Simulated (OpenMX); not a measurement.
**BaTiO3 (Barioperovskite) under changes of volume**

One of the cells (12.867 Å³/atom); the others are scaled copies at fixed shape and fractional positions:

```
Ba Ti O
1.0
     3.98550    0.00000    0.00000
     0.00000    2.83690    2.84515
     0.00000   -2.83690    2.84515
Ba Ti O
1 1 3
Direct
  0.00000 0.00000 0.00000
  0.50000 0.51240 0.51240
  0.50000 0.99184 0.50524
  0.50000 0.50524 0.99184
  0.00000 0.48740 0.48740
```

* Program: OpenMX 3.8.5
* Functional: LDA
* Potentials or basis: OpenMX 2013 LDA set, Ba10.0-s3p2d2, Ti7.0-s3p2d2, O6.0-s2p2d1, fixed grid of 48 × 48 × 48 points
* k mesh: 7 × 7 × 7
* Occupations: fermi-dirac, width 0.05 eV
* Spin: no spin polarisation

```tsv
volume (Å³/atom)	energy over the lowest point (meV/atom)	gap on the mesh (eV)	largest force (eV/Å)
12.095	4.50	1.63	0.274
12.353	0.00	1.59	0.301
12.610	2.11	1.55	0.412
12.867	10.11	1.51	0.521
13.125	?	?	?
13.382	41.13	1.43	0.705
13.639	62.95	1.39	0.791
```

Question: What does the run at 13.125 Å³/atom give?

Answer: Energy over the lowest point 23.34 meV/atom; gap on the mesh 1.46 eV; largest force 0.614 eV/Å.

Worked out: A Birch-Murnaghan fit of order 3 (a polynomial in V^(-2/3)) to the other rows has its minimum at 12.39 Å³/atom with B0 = V·E''(V) = 195 GPa and B' = 4.9 at fixed shape and positions, which overstates the stiffness. It gives 23.35 meV/atom at 13.125 Å³/atom, against the run's 23.34. A straight line through the other rows of the gap, of slope -2 eV per unit of ln V, gives 1.47 eV, against the run's 1.46.

Energies are extrapolated to zero smearing.

Caveats: spin-orbit coupling is left out, which moves the levels of the heavy elements; an odd mesh through Γ misses points on the zone boundary, where band edges often lie; the basis of atomic orbitals isn't converged, which shifts pressures, moduli and gaps.
